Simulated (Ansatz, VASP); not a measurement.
**Two plane-wave programs on SiO2 (Stishovite)**

```
Si O
1.0
     4.15498    0.00000    0.00000
     0.00000    4.15498    0.00000
     0.00000    0.00000    2.66133
Si O
2 4
Direct
  0.00000 0.00000 0.00000
  0.50000 0.50000 0.50000
  0.30557 0.30557 0.00000
  0.19443 0.80557 0.50000
  0.69443 0.69443 0.00000
  0.80557 0.19443 0.50000
```

Alike in both runs: functional LDA; k mesh 6 × 6 × 10; occupations fermi-dirac, width 0.02 eV; no spin polarisation.

Ansatz relaxed the structure, and its values are those at the end. VASP's run is a single point on that final structure, the one shown.

```csv
,VASP,Ansatz
version,VASP 6.6.1,Ansatz 0.2.0
potentials or method,"VASP PAW LDA potentials, release 64 (Si, O)",PAW plane waves
plane-wave cutoff (eV),520,420
valence electrons in the cell,32,32
```

VASP gave:

```
gap on the k mesh at the Fermi level (eV) : 5.82
pressure (GPa)                            : 1.1
rms of the force components (eV/Å)        : 0.016
```

Q: What did Ansatz give for the same quantities?

A: gap on the k mesh at the Fermi level (eV): 5.82; pressure (GPa): 0.0; rms of the force components (eV/Å): 0.000.

Ansatz warned: «pseudo_functional_mismatch».

A k mesh can miss the band edges.
